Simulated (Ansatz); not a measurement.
# SiO2: the cost of one run

Computed with Ansatz 0.2.0 (DFT PBE, scalar-relativistic, plane waves, PAW, unless a step's input says otherwise).

2 further runs of the same task are left out: 2 set aside as unsound or not needed.

### 1 The structure to begin with

It takes space group I-42d (No. 122, tetragonal). Conventional cell: a = 5.026 Å, b = 5.026 Å, c = 7.372 Å, α = 90.00°, β = 90.00°, γ = 90.00°. Si (site symmetry -4) is surrounded by 4 O at 1.63 Å. O (site symmetry 2) is surrounded by 2 Si at 1.63 Å.

Coordinates:

```
Si O
1.0
    -2.51315    2.51315    3.68587
     2.51315   -2.51315    3.68587
     2.51315    2.51315   -3.68587
Si O
2 4
Direct
  0.00000 0.00000 0.00000
  0.75000 0.25000 0.50000
  0.37500 0.21748 0.34248
  0.96748 0.62500 0.84248
  0.78252 0.12500 0.15752
  0.87500 0.03252 0.65752
```

It goes back to an entry of the Materials Project, which need not be the stable form.

It is the result of an earlier relaxation at this level (volume 15.52 Å³/atom; gap on the mesh: 5.74 eV).

### 2 The gap over the whole zone

Contents of input.yaml:

```yaml
crystal:
  lattice:
    - [-2.5131486293, 2.5131486293, 3.6858706364]
    - [2.5131486293, -2.5131486293, 3.6858706364]
    - [2.5131486293, 2.5131486293, -3.6858706364]
  atoms:
    - { symbol: Si, position: [0.0, 0.0, 0.0] }
    - { symbol: Si, position: [0.75, 0.25, 0.5] }
    - { symbol: O, position: [0.375, 0.2174786205, 0.3424786205] }
    - { symbol: O, position: [0.9674786205, 0.625, 0.8424786205] }
    - { symbol: O, position: [0.7825213795, 0.125, 0.1575213795] }
    - { symbol: O, position: [0.875, 0.0325213795, 0.6575213795] }
basis:
  ecutwfc: 420
kpoints:
  mp_grid: { grid: [6, 6, 6] }
  band_path: { path: [VBM, CBM], npoints: 2 }
hamiltonian:
  xc: pbe
scf:
  occupations: { method: gaussian, width: 0.02 }
output:
  forces: true
  stress: true
  eigenvalues: true
checkpoint:
  read: start.run
  write: ck
  compress: false
  write_wavefunctions: false
  write_every: 100000
```

Run with:

```
$ ansatz run input.yaml --threads 1 --pin off --max-ram 2560MiB --backend cpu --events-out ev --progress --plain --runs-dir out
```

Q: Estimate wall time and peak memory on 1 thread of Arm Neoverse V1, shared host.

About 14 s, with a peak of 0.35 GiB.
